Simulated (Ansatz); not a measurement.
# Mg (diamond type): how the settings move a single-point run

How sensitive is a single-point run of Mg (diamond type) to its settings? A reference run comes first, then one run with altered input.

Program: Ansatz 0.2.0. Level of theory: reference: DFT, PBE, all-electron LAPW, scalar-relativistic. These are calculated values, not measurements.

## 1. The starting structure

It takes space group Fd-3m (No. 227, cubic). Conventional cell: a = 5.450 Å, b = 5.450 Å, c = 5.450 Å, α = 90.00°, β = 90.00°, γ = 90.00°. Mg (site symmetry -43m) is surrounded by 4 Mg at 2.36 Å.

Structure file:

```
CELL_PARAMETERS angstrom
0.00000 2.72518 2.72518
2.72518 0.00000 2.72518
2.72518 2.72518 0.00000
ATOMIC_POSITIONS crystal
Mg 0.87500 0.87500 0.87500
Mg 0.12500 0.12500 0.12500
```

## 2. The reference run

Contents of input.yaml:

```yaml
crystal:
  lattice:
    - [0.0, 2.7251771269, 2.7251771269]
    - [2.7251771269, 0.0, 2.7251771269]
    - [2.7251771269, 2.7251771269, 0.0]
  atoms:
    - { symbol: Mg, position: [-0.125, -0.125, -0.125] }
    - { symbol: Mg, position: [0.125, 0.125, 0.125] }
kpoints:
  mp_grid: { grid: [12, 12, 12] }
scf:
  occupations: { method: fermi_dirac, width: 0.1 }
hamiltonian:
  xc: pbe
  pseudopotentials: { kind: all_electron, lapw: { basis_error: 0.001 } }
output:
  forces: true
  stress: true
  eigenvalues: true
  populations: true
```

Command:

```console
$ ansatz run input.yaml --threads 1 --pin off --max-ram 2048MiB --backend cpu --events-out ev --progress --plain --runs-dir out
```

## 3. Changed: mixing.algorithm msr1, mixing.beta 0.7

Edit input.yaml of step 2 so:

```diff
@@ -12,2 +12,3 @@
   occupations: { method: fermi_dirac, width: 0.1 }
+  mixing: { algorithm: msr1, beta: 0.7 }
 hamiltonian:
```

Q: Predict the outcome of this session. Wanted: for each run, ending; energy change; pressure; gap; force.

**Answer**, as computed:

| run | ending | energy change | pressure (GPa) | gap (eV) | force (eV/Å) | cycles | time |
| --- | --- | --- | --- | --- | --- | --- | --- |
| reference | converged | 0 | 27.8 | 0.00 | 0.00 | 7 | 10 s |
| 1: mixing.algorithm msr1, mixing.beta 0.7 | converged | 0.0 meV/atom | 27.8 | 0.00 | 0.00 | 7 | 9.8 s |

Residual by cycle in the longest SCF loop of each run; runs are numbered as in the table. The quantity is the density residual dr2, in eV.

| cycle | reference | run 1 |
| --- | --- | --- |
| 1 | 0.0412 | 0.0412 |
| 2 | 0.0194 | 0.013 |
| 3 | 0.002 | 0.00173 |
| 4 | 1.1e-4 | 1.0e-4 |
| 5 | 7.6e-6 | 7.4e-6 |
| 6 | 8.0e-7 | 1.8e-7 |
| 7 | 1.0e-8 | 6.2e-9 |

**Reading.** Energy and cycle count are those of the reference, so the change (mixing) left the result and the number of cycles as they were. The structure is not at rest: the sound run finds 28 GPa, so these are no properties of the relaxed crystal. 
